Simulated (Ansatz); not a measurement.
AlN, 2 atoms in the cell. The structure is cubic, space group F-43m (No. 216). Conventional cell: a = 4.368 Å, b = 4.368 Å, c = 4.368 Å, α = 90.00°, β = 90.00°, γ = 90.00°. Around Al (site symmetry -43m) lie 4 N at 1.89 Å. N (site symmetry -43m) is surrounded by 4 Al at 1.89 Å. Measurements of this composition are mostly on another form, of space group No. 186.

- Program: Ansatz 0.2.0
- Task: relaxation of cell and atoms
- Functional: r2SCAN
- Dispersion: rVV10
- Potentials or basis: Ansatz PAW
- Cutoff: 500 eV (not typed: the program's choice for these potentials)
- k mesh: 10 × 10 × 10
- Occupations: fermi-dirac, width 0.05 eV
- Spin: no spin polarisation

Potentials or basis: Ansatz PAW.

The run is started by

```sh
$ ansatz run input.yaml --threads 2 --pin off --max-ram 5120MiB --backend cpu --events-out ev --progress --plain --runs-dir out
```

Hardware: 2 threads of Intel(R) Xeon(R) CPU @ 2.60GHz (Ice Lake), with other jobs on the host.

How long does it take, and how much memory?

Run time: 6 s on 2 threads of Intel(R) Xeon(R) CPU @ 2.60GHz (Ice Lake) (shared host), peak memory 0.44 GiB. Counts: scf iterations 17, plane waves 531, k points 47, bands 8, ion steps 4.
